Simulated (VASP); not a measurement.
Method: PBEsol GGA, VASP's PBE PAW potentials (set 64) (plane waves; VASP).

Input for VASP

### KPOINTS
```
Automatic mesh
0
Gamma
3 3 3
0.5 0.5 0.5
```

### INCAR
```
! general
SYSTEM  = ZrO2
PREC    = Accurate
ENCUT   = 400
LREAL   = .FALSE.
LASPH   = .TRUE.

! electronic loop
EDIFF   = 1E-6
NELM    = 100
ALGO    = Normal
LMAXMIX = 4

! smearing
ISMEAR  = 0
SIGMA   = 0.01

! functional
GGA     = PS

! ions
ISIF    = 2

! output
LWAVE   = .FALSE.
LCHARG  = .FALSE.
```

POSCAR:
```
ZrO2
1
    5.1539900000     0.0000000000     0.0000000000
    0.0000000000     5.2281100000     0.0000000000
   -0.8738650000     0.0000000000     5.2575720000
Zr O
4 8
Direct
  0.7236900000   0.9578500000   0.7904000000
  0.2763100000   0.0421500000   0.2096000000
  0.2763100000   0.4578500000   0.7096000000
  0.7236900000   0.5421500000   0.2904000000
  0.0692100000   0.1662900000   0.8438300000
  0.9307900000   0.8337100000   0.1561700000
  0.9307900000   0.6662900000   0.6561700000
  0.0692100000   0.3337100000   0.3438300000
  0.5507000000   0.2574200000   0.0214000000
  0.4493000000   0.7425800000   0.9786000000
  0.4493000000   0.7574200000   0.4786000000
  0.5507000000   0.2425800000   0.5214000000
```

POTCAR, in this order: Zr_sv O (PBE.64 set). Program: vasp_std.

Output

OSZICAR:
```
       N       E                     dE             d eps       ncg     rms          rms(c)
DAV:   1     0.820112757520E+03    0.82011E+03   -0.47126E+04  1140   0.141E+03
DAV:   2    -0.714788308513E+02   -0.89159E+03   -0.86274E+03  1430   0.431E+02
DAV:   3    -0.136922024203E+03   -0.65443E+02   -0.65152E+02  1512   0.111E+02
DAV:   4    -0.141814701183E+03   -0.48927E+01   -0.48891E+01  1776   0.243E+01
DAV:   5    -0.142059710049E+03   -0.24501E+00   -0.24499E+00  1496   0.409E+00    0.539E+01
DAV:   6    -0.120454580704E+03    0.21605E+02   -0.11821E+02  1425   0.489E+01    0.240E+01
DAV:   7    -0.120468815864E+03   -0.14235E-01   -0.90974E+00  1576   0.121E+01    0.128E+01
DAV:   8    -0.120383844214E+03    0.84972E-01   -0.79694E-01  1405   0.447E+00    0.121E+00
DAV:   9    -0.120378961681E+03    0.48825E-02   -0.16773E-01  1368   0.157E+00    0.721E-01
DAV:  10    -0.120378844940E+03    0.11674E-03   -0.31248E-02  1397   0.928E-01    0.283E-01
DAV:  11    -0.120379265575E+03   -0.42063E-03   -0.25861E-03  1392   0.258E-01    0.630E-02
DAV:  12    -0.120379276362E+03   -0.10787E-04   -0.62989E-04  1366   0.108E-01    0.583E-02
DAV:  13    -0.120379262762E+03    0.13600E-04   -0.23913E-04  1320   0.734E-02    0.248E-02
DAV:  14    -0.120379261365E+03    0.13966E-05   -0.21975E-05  1399   0.249E-02    0.357E-03
DAV:  15    -0.120379262312E+03   -0.94645E-06   -0.28128E-06   992   0.815E-03
   1 F= -.12037926E+03 E0= -.12037926E+03  d E =-.107705E-26
```

OUTCAR:
```
------------------------ aborting loop because EDIFF is reached ----------------------------------------
  FORCE on cell =-STRESS in cart. coord.  units (eV):
  Direction    XX          YY          ZZ          XY          YZ          ZX
  --------------------------------------------------------------------------------------
  Total       -7.5466935     -7.5420777     -7.6062909      0.0000000      0.0000000     -0.3017029
  in kB      -85.3480840    -85.2958822    -86.0220911      0.0000000      0.0000000     -3.4120591
  external PRESSURE =     -85.5553524 kB  Pullay stress =       0.0000000 kB
  volume of cell :      141.67
      direct lattice vectors                 reciprocal lattice vectors
     5.153990000  0.000000000  0.000000000     0.194024435  0.000000000  0.032248947
     0.000000000  5.228110000  0.000000000     0.000000000  0.191273711  0.000000000
    -0.873865000  0.000000000  5.257572000     0.000000000  0.000000000  0.190201865
 POSITION                                       TOTAL-FORCE (eV/Angst)
 -----------------------------------------------------------------------------------
      3.03919      5.00775      4.15558        -0.047668     -0.051959      0.007837
      1.24094      0.22036      1.10199         0.047668      0.051959     -0.007837
      0.80400      2.39369      3.73077         0.047668     -0.051959     -0.007837
      3.47612      2.83442      1.52680        -0.047668      0.051959      0.007837
     -0.38069      0.86938      4.43650        -0.013478     -0.007901      0.017993
      4.66081      4.35873      0.82108         0.013478      0.007901     -0.017993
      4.22388      3.48344      3.44986         0.013478     -0.007901     -0.017993
      0.05625      1.74467      1.80771        -0.013478      0.007901      0.017993
      2.81960      1.34582      0.11251        -0.026423     -0.003723      0.007821
      1.46052      3.88229      5.14506         0.026423      0.003723     -0.007821
      1.89746      3.95988      2.51627         0.026423     -0.003723     -0.007821
      2.38267      1.26823      2.74130        -0.026423      0.003723      0.007821
 -----------------------------------------------------------------------------------
    total drift:                               -0.000000     -0.000000      0.000000
  FREE ENERGIE OF THE ION-ELECTRON SYSTEM (eV)
  ---------------------------------------------------
  free  energy   TOTEN  =      -120.3792623116 eV

  energy  without entropy=     -120.3792623116  energy(sigma->0) =     -120.37926231
```
(Selected blocks of OUTCAR.)

File OUTCAR:
```
 val. band max:        5.5094112420   @ k =   0.1667   0.1667   0.1667

 cond. band min:       9.3919405871   @ k =   0.5000   0.1667   0.1667


 Fermi energy:         5.5835837985

 k-point     1 :       0.1667    0.1667    0.1667
  band No.  band energies     occupation
      1     -41.7148      2.00000
      2     -41.6762      2.00000
      3     -41.6658      2.00000
      4     -41.6566      2.00000
      5     -20.3090      2.00000
      6     -20.2671      2.00000
      7     -20.2595      2.00000
      8     -20.0603      2.00000
      9     -19.9904      2.00000
     10     -19.8868      2.00000
     11     -19.8360      2.00000
     12     -19.8060      2.00000
     13     -19.7654      2.00000
     14     -19.7417      2.00000
     15     -19.7046      2.00000
     16     -19.6536      2.00000
     17     -11.4662      2.00000
     18     -10.7255      2.00000
     19     -10.6040      2.00000
     20     -10.5249      2.00000
     21     -10.0980      2.00000
     22     -10.0451      2.00000
     23      -9.9990      2.00000
     24      -9.8074      2.00000
     25       0.8260      2.00000
     26       1.1033      2.00000
     27       1.1514      2.00000
     28       1.3407      2.00000
     29       1.6078      2.00000
     30       1.7777      2.00000
     31       2.3026      2.00000
     32       2.4829      2.00000
     33       2.6745      2.00000
     34       2.7954      2.00000
     35       2.8915      2.00000
     36       3.2871      2.00000
     37       3.4382      2.00000
     38       3.7203      2.00000
     39       3.9395      2.00000
     40       4.0331      2.00000
     41       4.2700      2.00000
     42       4.3921      2.00000
     43       4.6857      2.00000
     44       4.7600      2.00000
     45       4.8333      2.00000
     46       4.9885      2.00000
     47       5.0506      2.00000
     48       5.5094      2.00000
     49       9.6343      0.00000
     50      10.0006      0.00000
     51      10.0973      0.00000
...
```

At this cut-off the stress carries a Pulay error, which pulls relaxed volumes low.

The structure comes from a computed database's ZrO2 entry, a phase known from measurement. The cell was not relaxed at this level.
